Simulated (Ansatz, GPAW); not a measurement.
This is a calculation of PbSe (Clausthalite) for GPAW 26.7.0 (ASE script). 

File run.py:

```python
from ase.dft.bandgap import bandgap
from ase.io import read, write
from ase.units import GPa
from gpaw import GPAW, PW

atoms = read('POSCAR')

calc = GPAW(mode=PW(600),
            xc='PBE',
            kpts={'size': (8, 8, 8), 'gamma': True},
            occupations={'name': 'methfessel-paxton', 'order': 0, 'width': 0.011},
            nbands=19,
            convergence={'density': 1e-05, 'energy': 1e-05},
            maxiter=150,
            txt='gpaw.txt')
atoms.calc = calc
energy = atoms.get_potential_energy()
forces = atoms.get_forces()
stress = atoms.get_stress()
calc.write('gs.gpw')
write('result.traj', atoms)
print(f'Energy: {energy:.6f} eV')
print('Forces (eV/A):')
print(forces.round(4))
print('Stress (GPa):', (stress / GPa).round(3))
print('Fermi level:', round(calc.get_fermi_level(), 4), 'eV')
print(f'Gap: {bandgap(calc)[0]:.4f} eV, direct: {bandgap(calc, direct=True)[0]:.4f} eV')
```

Contents of POSCAR:

```
PbSe
1.0
    0.0000000000      3.0606500000      3.0606500000
    3.0606500000      0.0000000000      3.0606500000
    3.0606500000      3.0606500000      0.0000000000
Pb Se
1 1
Direct
    0.0000000000      0.0000000000      0.0000000000
    0.5000000000      0.5000000000      0.5000000000
```

Potentials or basis: GPAW PAW data sets (gpaw-data 1.2.1), pw.

The run is started by

```bash
$ OMP_NUM_THREADS=1 python run.py
```

Question: Set up the same calculation for Ansatz 0.2.0. Potentials or basis there: all-electron LAPW, scalar-relativistic.

Answer: As run (cutoffs and basis follow the program's own potentials, and thresholds, step limits or extra output files can differ):

input.yaml

```yaml
crystal:
  lattice:
    - [0.0, 3.06065, 3.06065]
    - [3.06065, 0.0, 3.06065]
    - [3.06065, 3.06065, 0.0]
  atoms:
    - { symbol: Pb, position: [0.0, 0.0, 0.0] }
    - { symbol: Se, position: [0.5, 0.5, 0.5] }
kpoints:
  mp_grid: { grid: [8, 8, 8] }
scf:
  occupations: { method: gaussian, width: 0.011 }
hamiltonian:
  xc: pbe
  pseudopotentials: { kind: all_electron, lapw: { basis_error: 0.001 } }
output:
  forces: true
  stress: true
  eigenvalues: true
```

Potentials or basis: all-electron LAPW, scalar-relativistic.

Command:

```bash
$ ansatz run input.yaml --threads 1 --pin off --max-ram 3072MiB --backend cpu --events-out ev --progress --plain --runs-dir out
```

Both were run:

|  | GPAW | Ansatz |
| --- | --- | --- |
| Pressure | 2.2 GPa | 2.4 GPa |

Where Ansatz's input types no cutoff or centring, it takes its own default and a Γ-centred mesh.

Pressure is positive in compression.
